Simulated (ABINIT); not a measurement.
The system is MgO2.

```
Mg O
1.0
     4.82861    0.00000    0.00000
     0.00000    4.82861    0.00000
     0.00000    0.00000    4.82861
Mg O
4 8
Direct
  0.00000 0.00000 0.00000
  0.50000 0.00000 0.50000
  0.50000 0.50000 0.00000
  0.00000 0.50000 0.50000
  0.58942 0.91058 0.08942
  0.91058 0.08942 0.58942
  0.08942 0.58942 0.91058
  0.41058 0.41058 0.41058
  0.58942 0.58942 0.58942
  0.91058 0.41058 0.08942
  0.08942 0.91058 0.41058
  0.41058 0.08942 0.91058
```

The cell is a database's computed one.

Base run:

```yaml
Program: ABINIT 10.8.3 (patched build)
Functional: LDA
Potentials_or_basis: JTH PAW LDA v2.0
Cutoff: 626 eV
k_mesh: 4 × 4 × 4
Occupations: fermi-dirac, width 0.05 eV
Spin: no spin polarisation
```

Its results: band gap on the k mesh 3.76 eV, indirect (least direct gap 3.96 eV); pressure -5.5 GPa; largest force 0.613 eV/Å.

Task: The run is repeated on the same cell with these changes: k mesh from 4 × 4 × 4 to 2 × 2 × 2. What comes out?

Result: Band gap on the k mesh 3.83 eV, indirect (least direct gap 3.96 eV); pressure -5.4 GPa; largest force 0.613 eV/Å.

Caveats: some runs use coarse meshes; the atomic spheres overlap.

A k mesh can miss the band edges.
